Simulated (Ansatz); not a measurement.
# HfO2: the cost of one run

Program: Ansatz 0.2.0. Level of theory: DFT PBEsol, scalar-relativistic, plane waves, PAW. These are calculated values, not measurements.

6 further runs of the same task are left out: 6 set aside as unsound or not needed. Runs told in other sessions of the task aren't counted.

## (1) The structure to begin with

The structure is tetragonal, space group P4_2/mnm (No. 136). Conventional cell: a = 4.814 Å, b = 4.814 Å, c = 3.205 Å, α = 90.00°, β = 90.00°, γ = 90.00°. Around Hf (site symmetry mmm) lie 6 O at 2.08 Å. O (site symmetry m2m) has 3 Hf at 2.08 Å in its first shell of neighbours.

Coordinates:

```cif
data_structure
_symmetry_space_group_name_H-M 'P 1'
_symmetry_Int_Tables_number 1
_cell_length_a 4.8135
_cell_length_b 4.8135
_cell_length_c 3.2054
_cell_angle_alpha 90.000
_cell_angle_beta 90.000
_cell_angle_gamma 90.000
_cell_volume 74.27
loop_
_atom_site_label
_atom_site_type_symbol
_atom_site_fract_x
_atom_site_fract_y
_atom_site_fract_z
_atom_site_occupancy
Hf1 Hf 0.00000 0.00000 0.00000 1
Hf2 Hf 0.50000 0.50000 0.50000 1
O1 O 0.19496 0.80504 0.50000 1
O2 O 0.30504 0.30504 0.00000 1
O3 O 0.69496 0.69496 0.00000 1
O4 O 0.80504 0.19496 0.50000 1
```

The structure comes from the Materials Project (structure only).

## (5) Plan of the scan

Atoms count from 1 in the order of the input.

One atom moved over a plane, all else fixed.

The axes are (1) shift of Hf1 along [1 1 0]: 11 values from −0.690 Å; (2) shift of Hf1 along [0 0 1]: 11 values from −0.690 Å.

Nothing else is relaxed (all other atoms fixed). Energies count from the relaxed crystal. Points are written as (first, second).

(The set-up runs are not shown.)

## (6) Grid point (−0.138 Å, −0.414 Å)

input.yaml

```yaml
crystal:
  lattice:
    - [4.8309714453, 0.0, 0.0]
    - [0.0, 4.8309714453, 0.0]
    - [0.0, 0.0, 3.2100772211]
  atoms:
    - { symbol: Hf, position: [-0.0201989883, -0.0201989883, -0.1289688601] }
    - { symbol: Hf, position: [0.5, 0.5, 0.5] }
    - { symbol: O, position: [0.1949717253, 0.8050282747, 0.5] }
    - { symbol: O, position: [0.3050282747, 0.3050282747, 0.0] }
    - { symbol: O, position: [0.6949717253, 0.6949717253, 0.0] }
    - { symbol: O, position: [0.8050282747, 0.1949717253, 0.5] }
basis:
  ecutwfc: 420
kpoints:
  mp_grid: { grid: [6, 6, 8] }
hamiltonian:
  xc: pbesol
  pseudopotentials: { kind: paw, azcp: { folder: soft_1 } }
scf:
  occupations: { method: gaussian, width: 0.05 }
output:
  forces: true
  stress: true
  eigenvalues: true
  write_density: true
  write_potential: true
  elf: true
  volumetric_format: npy
```

Launch:

```
> ansatz run input.yaml --threads 2 --pin off --max-ram 4096MiB --backend cpu --events-out ev --progress --plain --runs-dir out
```

**Question.** How long does this run take on 2 threads of Intel Xeon Platinum 8488C (Sapphire Rapids), shared host, and how much memory does it need?

About 23 s, with a peak of 0.54 GiB.
